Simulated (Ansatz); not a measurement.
# InP under changes of volume

One of the cells (21.227 Å³/atom); the others are scaled copies at fixed shape and fractional positions:

```
In P
1.0
     0.00000    2.76883    2.76883
     2.76883    0.00000    2.76883
     2.76883    2.76883    0.00000
In P
1 1
Cartesian
  0.0000 0.0000 0.0000
  2.7688 2.7688 2.7688
```

Measurements of this composition are mostly on another form, of space group No. 216.

* Program: Ansatz 0.2.0
* Functional: r2SCAN
* Potentials or basis: Ansatz PAW
* Cutoff: 500 eV (not typed: the program's choice for these potentials)
* k mesh: 8 × 8 × 8
* Occupations: fermi-dirac, width 0.05 eV
* Spin: no spin polarisation

```tsv
volume (Å³/atom)	energy over the lowest point (meV/atom)	pressure (GPa)
19.953	7.34	3.4
20.378	?	?
20.803	0.00	-0.4
21.227	3.40	-2.0
21.652	10.81	-3.4
22.076	21.76	-4.7
22.501	35.86	-5.8
```

Problem. What does the run at 20.378 Å³/atom give?

Solution. Energy over the lowest point 1.12 meV/atom; pressure 1.4 GPa.

Worked out: A Birch-Murnaghan fit of order 3 (a polynomial in V^(-2/3)) to the other rows has its minimum at 20.69 Å³/atom with B0 = V·E''(V) = 86 GPa and B' = 4.9. It gives 1.11 meV/atom at 20.378 Å³/atom, against the run's 1.12, and -dE/dV = 1.3 GPa, against 1.4.

Energies are extrapolated to zero smearing.

Caveats: the PAW data sets come from PBE, with cores solved anew for the run's functional, which leaves a small shift of forces and pressure.
